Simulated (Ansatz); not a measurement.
Base system: BeO in the wurtzite structure (space group P6_3mc, No. 186; a = 2.690 Å, c = 4.370 Å). Axes: x lies along a and z along c of the hexagonal cell.

All numbers come from plane-wave PAW DFT at the r2SCAN level (Ansatz, a first-principles code, 500 eV), no SOC.

One thing is altered: the cell is stretched by 2.05 % along x with no lateral relaxation; the atoms relax in the strained cell.

Predict the stress tensor and what it implies for the stiffness.

Stress of the strained cell less that of the base (GPa, compression positive):
```
  -8.90    0.00    0.00
   0.00   -2.47    0.00
   0.00    0.00   -1.76
```

Then −Δσ_ii/ε with ε = 0.0205 gives secant stiffness values (nonlinear terms included at this strain): C11 ≈ 434 GPa, C12 ≈ 121 GPa and C13 ≈ 86 GPa.

Stability against distortions was not tested.
